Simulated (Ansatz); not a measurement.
# What strain does to SiC (zincblende)

Zincblende SiC, relaxed with r2SCAN in the plane-wave code Ansatz. The symmetry is F-43m (No. 216, cubic); a = 4.356 Å in the conventional setting, 10.33 Å³ an atom. Si has 4 C at 1.89 Å; C has 4 Si at 1.89 Å.

The axes x, y and z are those of this cell:
```yaml
crystal:
  lattice:
    - [0.00000, 2.17805, 2.17805]
    - [2.17805, 0.00000, 2.17805]
    - [2.17805, 2.17805, 0.00000]
  atoms:
    - { symbol: Si, position: [0.00000, 0.00000, 0.00000] }
    - { symbol: C, position: [0.25000, 0.25000, 0.25000] }
```

Unstrained: With PBE the valence top lies at Γ and the conduction bottom at X, 1.358 eV higher; the smallest vertical gap, at X, is 4.547 eV. r2SCAN gives an indirect gap of 1.713 eV, from Γ to X; the least direct gap is 5.048 eV at X. The HSE06 gap is indirect, 2.227 eV (Γ to X), below the direct gap of 5.720 eV at X. Meshes: PBE 10×10×10, r2SCAN 10×10×10, HSE06 8×8×8. Strains are changes of length per length. After each strain the atoms were relaxed again with r2SCAN within the symmetry that the strain leaves, so tilts or polar shifts that break it weren't tested; points keep the names that they have in the unstrained zone. (Simulation; spin polarisation is off.)

Changes of the least gap in eV (an overlap counts as a negative gap):
```json
{"strain": "isotropic +1.22 % on every length", "volume change (%)": "+3.7", "space group": "F-43m", "PBE": "+0.032", "r2SCAN": "+0.023", "HSE06": "+0.020", "energy rise, r2SCAN (meV/atom)": "9.4"}
{"strain": "uniaxial -2.28 % along z", "volume change (%)": "-2.3", "space group": "I-4m2", "PBE": "-0.263", "r2SCAN": "-0.266", "HSE06": "-0.265", "energy rise, r2SCAN (meV/atom)": "7.0"}
{"strain": "epitaxial -4.88 % in the xy plane, free normal strain +3.01 %", "volume change (%)": "-6.8", "space group": "I-4m2", "PBE": "-0.523", "r2SCAN": "-0.522", "HSE06": "-0.502", "energy rise, r2SCAN (meV/atom)": "78.6"}
```

Isotropic +1.22 % on every length. HSE06: the gap goes from 2.227 to 2.247 eV (+0.020 eV). Stress change with r2SCAN, compression positive: xx -7.71, yy -7.71, zz -7.71 GPa. For HSE06, dE_g/d ln V = 0.6 eV over this step.

Uniaxial -2.28 % along z, other directions held. HSE06: the gap goes from 2.227 to 1.962 eV (-0.265 eV); with r2SCAN the top three valence levels at Γ, degenerate before, become 1+2 from the top over 158 meV. Stress change with r2SCAN, compression positive: xx +3.39, yy +3.39, zz +9.55 GPa.

Epitaxial -4.88 % in the xy plane, free normal strain +3.01 %. HSE06: the gap goes from 2.227 to 1.725 eV (-0.502 eV); with r2SCAN the top three valence levels at Γ, degenerate before, become 2+1 from the top over 656 meV. Stress change with r2SCAN, compression positive: xx +26.73, yy +26.73, zz -0.04 GPa.

The meshes of the hybrids are coarse, so their gaps aren't converged to the digits shown.

The splittings at Γ are without spin-orbit coupling, which regroups them where it is of like size or larger.
